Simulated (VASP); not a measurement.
# Li (P6_3/mmc) in VASP: notebook

Runs on Li. Level: LDA. Tasks: single point.

Everything below comes from runs of VASP 6.6.1. Logs are shortened: lines on timing, memory, paths and dates and some standing lists are left out, and cuts for length are marked.

## 1. The crystal as given

Symmetry: P6_3/mmc, No. 194, hexagonal system. The conventional cell has a = 2.997 Å, b = 2.997 Å, c = 4.889 Å, α = 90.00°, β = 90.00°, γ = 120.00°. Around Li (site symmetry -6m2) lie 12 Li at 2.99 to 3.00 Å.

This isn't the form of Li at room conditions, which is bcc.

## 2. Single point, LDA

File INCAR:

```
  ALGO = Fast
  EDIFF = 1E-6
  ENCUT = 520
  ISIF = 2
  ISMEAR = -1
  LASPH = T
  LCHARG = F
  LREAL = F
  LWAVE = F
  NBANDS = 10
  NELM = 100
  PREC = Accurate
  SIGMA = 0.1
```

File KPOINTS:

```
k-points
0
Gamma
  20 20 11
```

File POSCAR:

```
Li
1.0
    2.9970132647      0.0000000000      0.0000000000
   -1.4985066324      2.5954896227      0.0000000000
    0.0000000000      0.0000000000      4.8889619042
Li
2
Direct
    0.3333333333      0.6666666667      0.2500000000
    0.6666666667      0.3333333333      0.7500000000
```

Potentials or basis: VASP PAW LDA potentials, release 64 (Li_sv).

Command:

```bash
$ cat potpaw_LDA.64/Li_sv/POTCAR > POTCAR
$ mpirun -np 1 vasp_std > vasp.out
```

OUTCAR:

```text
EDIFF = 1E-6
   ENCUT = 520
   ISIF = 2
   ISMEAR = -1
   LASPH = T
   LREAL = F
   NELM = 100
   PREC = Accurate

 ion  position               nearest neighbor table
   1  0.333  0.667  0.250-
   2  0.667  0.333  0.750-

  LATTYP: Found a hexagonal cell.
 ALAT       =     2.9970132647
 C/A-ratio  =     1.6312780333

  Lattice vectors:

 A1 = (   2.9970132647,   0.0000000000,   0.0000000000)
 A2 = (  -1.4985066324,   2.5954896227,   0.0000000000)
 A3 = (   0.0000000000,   0.0000000000,   4.8889619042)

Analysis of symmetry for initial positions (statically):
=====================================================================
 Subroutine PRICEL returns:
 Original cell was already a primitive cell.

 Routine SETGRP: Setting up the symmetry group for a
 hexagonal supercell.

 Subroutine GETGRP returns: Found 24 space group operations
 (whereof 12 operations were pure point group operations)
 out of a pool of 24 trial point group operations.

The static configuration has the point symmetry D_3d.
 The point group associated with its full space group is D_6h.

Analysis of symmetry for dynamics (positions and initial velocities):
=====================================================================
 Subroutine PRICEL returns:
 Original cell was already a primitive cell.

 Routine SETGRP: Setting up the symmetry group for a
 hexagonal supercell.

 Subroutine GETGRP returns: Found 24 space group operations
 (whereof 12 operations were pure point group operations)
 out of a pool of 24 trial point group operations.

The dynamic configuration has the point symmetry D_3d.
 The point group associated with its full space group is D_6h.

 Subroutine INISYM returns: Found 24 space group operations
 (whereof 12 operations are pure point group operations),
 and found     1 'primitive' translations

----------------------------------------------------------------------------------------

                                     Primitive cell

  volume of cell :      38.0299

  direct lattice vectors                    reciprocal lattice vectors
     2.997013265  0.000000000  0.000000000     0.333665524  0.192641880  0.000000000
    -1.498506632  2.595489623  0.000000000     0.000000000  0.385283760  0.000000000
     0.000000000  0.000000000  4.888961904     0.000000000  0.000000000  0.204542400

  length of vectors
     2.997013265  2.997013265  4.888961904     0.385283760  0.385283760  0.204542400

  position of ions in fractional coordinates (direct lattice)
     0.333333333  0.666666667  0.250000000
[... 73 lines left out ...]
   LNONCOLLINEAR =      F non collinear calculations
   LSORBIT =      F    spin-orbit coupling
   LASPH  =      T    aspherical Exc in radial PAW
   ENCUT  =  520.0 eV  38.22 Ry    6.18 a.u.   5.57  5.57  9.09*2*pi/ulx,y,z
   NELM   =    100;   NELMIN=  2; NELMDL= -5     # of ELM steps
   EDIFF  = 0.1E-05   stopping-criterion for ELM
[... 8 lines left out ...]
   TEBEG  =    0.0;   TEEND  =   0.0 temperature during run
   PSTRESS=    0.0 pullay stress
   NELECT =       6.0000    total number of electrons
   NUPDOWN=      -1.0000    fix difference up-down
   EMIN   =  10.00;   EMAX   =-10.00  energy-range for DOS
   EFERMI =   0.00;   METHOD = LEGACY
   ISMEAR =    -1;   SIGMA  =   0.10  broadening in eV -4-tet -1-fermi 0-gaus
   EFERMI_NEDOS =   21; number of points for ismear=-14 and -15
   IALGO  =     68    algorithm
   IMIX   =      4    mixing-type and parameters
     AMIX     =   0.40;   BMIX     =  1.00
     AMIX_MAG =   1.60;   BMIX_MAG =  1.00
  volume/ion in A,a.u.               =      19.01       128.32
  Fermi-wavevector in a.u.,A,eV,Ry     =   0.884607  1.671665 10.646961  0.782530
  Thomas-Fermi vector in A             =   2.005530
   LORBIT       =      0    0 simple, 1 ext, 2 COOP (PROOUT), +10 PAW based schemes
   GGA     = CA    functional components
   LHFCALC =     F    Hartree Fock is set to
   AEXX    =    0.0000 exact exchange contribution
   IVDW    =     0    specifies the selected vdW correction
   LEPSILON=     F    determine dielectric tensor
   LRPA    =     F    only Hartree local field effects (RPA)
 non-spin polarized calculation
 RMM-DIIS sequential band-by-band and
  energy-cutoff  :      520.00
  volume of cell :       38.03
 maximum number of plane-waves:      1049
 NGX is ok and might be reduce to    24
   NGX = 11   NGY = 11   NGZ = 19

 number of electron       6.0000004 magnetization

 Free energy of the ion-electron system (eV)
  ---------------------------------------------------
  ext. energy  EPLUGINS =         0.00000000
  ---------------------------------------------------
  free energy    TOTEN  =        -4.10905107 eV

  energy without entropy =       -4.07802592  energy(sigma->0) =       -4.09353850

 E-fermi :   0.7855     XC(G=0):  -7.3074

 val. band max:        0.7792256069   @ k =   0.3500   0.0500   0.4545
 cond. band min:       0.7901810846   @ k =   0.0500   0.0000   0.0000
 fundamental gap:      0.0109554776
 Fermi energy:         0.7854669054

 k-point     1 :       0.0000    0.0000    0.0000
  band No.  band energies     occupation
      1     -44.7453      2.00000
      2     -44.7192      2.00000
      3      -2.7869      2.00000
      4       0.7355      1.24460
      5       3.9744      0.00000
      6      13.5862      0.00000
      7      13.5863      0.00000
      8      15.0607      0.00000
      9      15.0607      0.00000
     10      15.6884      0.00000
[... 287 lines left out ...]
 k-point    24 :       0.2500    0.1000    0.0000
  band No.  band energies     occupation
      1     -44.7283      2.00000
      2     -44.7124      2.00000
      3      -1.2277      2.00000
      4       2.8544      0.00000
      5       4.0638      0.00000
      6       7.3046      0.00000
      7       9.2559      0.00000
      8      11.4242      0.00000
      9      12.4931      0.00000
     10      13.9603      0.00000

 [... further k-points ...]
[... 5 lines left out ...]
  --------------------------------------------------------------------------------------
  -------------------------------------------------------------------------------------
  Total       -0.0350860     -0.0350860     -0.0009394      0.0000000     -0.0000000      0.0000000
  in kB       -1.4781528     -1.4781528     -0.0395761      0.0000000     -0.0000000      0.0000000
  external PRESSURE =      -0.9986273 kB  Pullay stress =       0.0000000 kB

 VOLUME and BASIS-vectors are now :
 -----------------------------------------------------------------------------
  energy-cutoff  :      520.00
  volume of cell :       38.03
      direct lattice vectors                 reciprocal lattice vectors
     2.997013265  0.000000000  0.000000000     0.333665524  0.192641880  0.000000000
    -1.498506632  2.595489623  0.000000000     0.000000000  0.385283760  0.000000000
     0.000000000  0.000000000  4.888961904     0.000000000  0.000000000  0.204542400

 POSITION                                       TOTAL-FORCE (eV/Angst)
 -----------------------------------------------------------------------------------
     -0.00000      1.73033      1.22224         0.000000     -0.000000      0.000000
      1.49851      0.86516      3.66672        -0.000000      0.000000      0.000000
 -----------------------------------------------------------------------------------
    total drift:                               -0.000000      0.000000      0.000000

  FREE ENERGIE OF THE ION-ELECTRON SYSTEM (eV)
  ---------------------------------------------------
  free  energy   TOTEN  =        -4.1090510672 eV

  energy  without entropy=       -4.0780259246  energy(sigma->0) =       -4.09353850
```

stdout:

```text
POSCAR found type information on POSCAR Li
 POSCAR found :  1 types and       2 ions
 scaLAPACK will be used
 LDA part: xc-table for (Slater(with rela. corr.)+CA(PZ))
 , standard interpolation
 POSCAR, INCAR and KPOINTS ok, starting setup
 FFT: planning ... GRIDC
 FFT: planning ... GRID_SOFT
 FFT: planning ... GRID
 WAVECAR not read
 entering main loop
WARNING in EDDRMM: call to ZHEGV failed, returncode =   6  3      8
WARNING in EDDRMM: call to ZHEGV failed, returncode =   8  4      9
```

It took 49 s on 1 thread of Intel Xeon Platinum 8375C at 2.90GHz (Ice Lake), shared host; peak memory 0.18 GiB.

Results:

```
Free energy            : -4.1091 eV
Band gap on the k mesh : none (metal or under the smearing width)
```

Caveat: the cutoff is under 1.25 times the usual one of these potentials, so pressure, stress and relaxed cells hold a basis-set (Pulay) error.

## 3. Single point, LDA

This run uses another cell than the first one, of 20.54 Å³/atom, 1.080 times its volume.

File INCAR:

```
PREC = Accurate ; ENCUT = 520
EDIFF = 1E-7 ; ISMEAR = -1
SIGMA = 0.1 ; LREAL = False
LASPH = True ; NELM = 80
ALGO = Normal ; ISIF = 2
LWAVE = False ; LCHARG = False
NBANDS = 10
```

File KPOINTS:

```
regular mesh
0
Gamma
  14 14 7
```

File POSCAR:

```
Li
1.0
    3.0748923567      0.0000000000      0.0000000000
   -1.5374461784      2.6629348948      0.0000000000
    0.0000000000      0.0000000000      5.0160043562
Li
2
Direct
    0.3333333333      0.6666666667      0.2500000000
    0.6666666667      0.3333333333      0.7500000000
```

Potentials or basis: VASP PAW LDA potentials, release 64 (Li_sv).

Command:

```bash
$ cat potpaw_LDA.64/Li_sv/POTCAR > POTCAR
$ mpirun -np 1 vasp_std > vasp.out
```

Wall time 20 s (1 thread of Intel Xeon Platinum 8375C at 2.90GHz (Ice Lake), shared host); peak memory 0.12 GiB.

Results (log left out):

- Free energy: -4.1006 eV
- Band gap on the k mesh: none (metal or under the smearing width)

Levels at points of the mesh, in eV from the Fermi level:
| k point | band 1 | band 2 | band 3 | band 4 | band 5 | band 6 | band 7 |
| --- | --- | --- | --- | --- | --- | --- | --- |
| (0.00, 0.00, 0.00) | -45.65 | -45.63 | -3.48 | -0.01 | 2.93 | 12.13 | 12.13 |
| (0.50, 0.00, 0.00) | -45.63 | -45.63 | -0.08 | 1.03 | 4.60 | 5.81 | 6.16 |

Caveat: the cutoff is under 1.25 times the usual one of these potentials, so pressure, stress and relaxed cells hold a basis-set (Pulay) error.

## 4. Single point, LDA

File INCAR:

```
SYSTEM = Li
PREC = Accurate
ENCUT = 520
EDIFF = 1E-7
ISMEAR = -1
SIGMA = 0.1
LREAL = .False.
LASPH = .True.
NELM = 60
ALGO = Normal
ISIF = 2
LWAVE = .False.
LCHARG = .False.
NBANDS = 10
```

File KPOINTS:

```
regular mesh
0
Gamma
  12 12 6
  0 0 0
```

File POSCAR:

```
Li
1.0
    2.9970132647      0.0000000000      0.0000000000
   -1.4985066324      2.5954896227      0.0000000000
    0.0000000000      0.0000000000      4.8889619042
Li
2
Direct
    0.3333333333      0.6666666667      0.2500000000
    0.6666666667      0.3333333333      0.7500000000
```

Potentials or basis: VASP PAW LDA potentials, release 64 (Li_sv).

Command:

```bash
$ cat potpaw_LDA.64/Li_sv/POTCAR > POTCAR
$ mpirun -np 1 vasp_std > vasp.out
```

OUTCAR:

```text
SYSTEM = Li
   PREC = Accurate
   ENCUT = 520
   EDIFF = 1E-7
   ISMEAR = -1
   LREAL = .False.
   LASPH = .True.
   NELM = 60
   ISIF = 2

 ion  position               nearest neighbor table
   1  0.333  0.667  0.250-
   2  0.667  0.333  0.750-

  LATTYP: Found a hexagonal cell.
 ALAT       =     2.9970132647
 C/A-ratio  =     1.6312780333

  Lattice vectors:

 A1 = (   2.9970132647,   0.0000000000,   0.0000000000)
 A2 = (  -1.4985066324,   2.5954896227,   0.0000000000)
 A3 = (   0.0000000000,   0.0000000000,   4.8889619042)

Analysis of symmetry for initial positions (statically):
=====================================================================
 Subroutine PRICEL returns:
 Original cell was already a primitive cell.

 Routine SETGRP: Setting up the symmetry group for a
 hexagonal supercell.

 Subroutine GETGRP returns: Found 24 space group operations
 (whereof 12 operations were pure point group operations)
 out of a pool of 24 trial point group operations.

The static configuration has the point symmetry D_3d.
 The point group associated with its full space group is D_6h.

Analysis of symmetry for dynamics (positions and initial velocities):
=====================================================================
 Subroutine PRICEL returns:
 Original cell was already a primitive cell.

 Routine SETGRP: Setting up the symmetry group for a
 hexagonal supercell.

 Subroutine GETGRP returns: Found 24 space group operations
 (whereof 12 operations were pure point group operations)
 out of a pool of 24 trial point group operations.

The dynamic configuration has the point symmetry D_3d.
 The point group associated with its full space group is D_6h.

 Subroutine INISYM returns: Found 24 space group operations
 (whereof 12 operations are pure point group operations),
 and found     1 'primitive' translations

----------------------------------------------------------------------------------------
[... 118 lines left out ...]
   GGA     = CA    functional components
   LHFCALC =     F    Hartree Fock is set to
   AEXX    =    0.0000 exact exchange contribution
   IVDW    =     0    specifies the selected vdW correction
   LEPSILON=     F    determine dielectric tensor
   LRPA    =     F    only Hartree local field effects (RPA)
 non-spin polarized calculation
  energy-cutoff  :      520.00
  volume of cell :       38.03
 maximum number of plane-waves:      1046
 NGX is ok and might be reduce to    24
   NGX = 11   NGY = 11   NGZ = 19

 number of electron       6.0000004 magnetization

 Free energy of the ion-electron system (eV)
  ---------------------------------------------------
  ext. energy  EPLUGINS =         0.00000000
  ---------------------------------------------------
  free energy    TOTEN  =        -4.10954968 eV

  energy without entropy =       -4.07802353  energy(sigma->0) =       -4.09378661

 E-fermi :   0.7542     XC(G=0):  -7.3072

 val. band max:        0.7357889998   @ k =   0.0000   0.0000   0.0000
 cond. band min:       0.7808115021   @ k =   0.3333   0.1667   0.3333
 fundamental gap:      0.0450225024
 Fermi energy:         0.7541737931

 k-point     1 :       0.0000    0.0000    0.0000
  band No.  band energies     occupation
      1     -44.7406      2.00000
      2     -44.7145      2.00000
      3      -2.7867      2.00000
      4       0.7358      1.09167
      5       3.9745      0.00000
      6      13.5866      0.00000
      7      13.5866      0.00000
      8      15.0610      0.00000
      9      15.0610      0.00000
     10      15.6891      0.00000
[... 287 lines left out ...]
 k-point    24 :       0.3333   -0.0000    0.1667
  band No.  band energies     occupation
      1     -44.7211      2.00000
      2     -44.7083      2.00000
      3      -0.8924      2.00000
      4       2.0974      0.00000
      5       4.8230      0.00000
      6       7.4924      0.00000
      7       9.4723      0.00000
      8      10.1906      0.00000
      9      12.3527      0.00000
     10      13.6298      0.00000

 [... further k-points ...]

------------------------ aborting loop because EDIFF is reached ----------------------------------------

  FORCE on cell =-STRESS in cart. coord.  units (eV):
  Direction    XX          YY          ZZ          XY          YZ          ZX
  --------------------------------------------------------------------------------------
  -------------------------------------------------------------------------------------
  Total       -0.0277266     -0.0277266     -0.0261735      0.0000000      0.0000000      0.0000000
  in kB       -1.1681068     -1.1681068     -1.1026747      0.0000000      0.0000000      0.0000000
  external PRESSURE =      -1.1462961 kB  Pullay stress =       0.0000000 kB

 VOLUME and BASIS-vectors are now :
 -----------------------------------------------------------------------------
  energy-cutoff  :      520.00
  volume of cell :       38.03
      direct lattice vectors                 reciprocal lattice vectors
     2.997013265  0.000000000  0.000000000     0.333665524  0.192641880  0.000000000
    -1.498506632  2.595489623  0.000000000     0.000000000  0.385283760  0.000000000
     0.000000000  0.000000000  4.888961904     0.000000000  0.000000000  0.204542400

 POSITION                                       TOTAL-FORCE (eV/Angst)
 -----------------------------------------------------------------------------------
     -0.00000      1.73033      1.22224        -0.000000      0.000000      0.000000
      1.49851      0.86516      3.66672         0.000000      0.000000      0.000000
 -----------------------------------------------------------------------------------
    total drift:                               -0.000000      0.000000      0.000000

  FREE ENERGIE OF THE ION-ELECTRON SYSTEM (eV)
  ---------------------------------------------------
  free  energy   TOTEN  =        -4.1095496837 eV

  energy  without entropy=       -4.0780235295  energy(sigma->0) =       -4.09378661
```

Run time: 16 s. Hardware: 1 thread of Intel Xeon Platinum 8375C at 2.90GHz (Ice Lake), shared host; peak memory 0.11 GiB.

What came out:

```
Free energy            : -4.1095 eV
Band gap on the k mesh : none (metal or under the smearing width)
```

Caveat: the cutoff is under 1.25 times the usual one of these potentials, so pressure, stress and relaxed cells hold a basis-set (Pulay) error.

## 5. Summary

```csv
cell,k mesh,gap on the mesh (eV)
"P6_3/mmc, 19.01 Å³/atom",20 × 20 × 11,none
"P6_3/mmc, 20.54 Å³/atom",14 × 14 × 7,none
"P6_3/mmc, 19.01 Å³/atom",12 × 12 × 6,none
```

Alike in all rows: task single point; level LDA; potentials or basis VASP PAW LDA potentials, release 64 (Li_sv); no spin polarisation; cutoff (eV) 520; smearing fermi-dirac 0.1 eV.

Every run on the cell as given and a fine mesh finds a metal.

Caveats: the cutoff is under 1.25 times the usual one of these potentials, so pressure, stress and relaxed cells hold a basis-set (Pulay) error.

Total energies depend on the potentials used, so only differences within one code and one set of settings carry meaning.
